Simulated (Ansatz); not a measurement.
**Volumes and bulk moduli along group 11 and 12**

Method: DFT, LDA (PW92), plane waves (420 eV) with PAW, scalar-relativistic in Ansatz. (PAW data from PBE, frozen cores regenerated.)

Each structure is relaxed within its symmetry, in the lowest magnetic state of the tried starts. B₀ comes from uniform scaling at fixed shape; a dash is a value not given.

```
element                structure  V (Å³/atom)  B₀ (GPa)     magnetic state
     Cu                      fcc        10.88       189  spin not included
     Ag                      fcc        15.99       139  spin not included
     Au                      fcc        16.56       193  spin not included
     Zn                      hcp        13.56       106  spin not included
     Cd                      hcp        20.28        73  spin not included
     Hg  alpha-Hg (rhombohedral)        22.69         -  spin not included
```
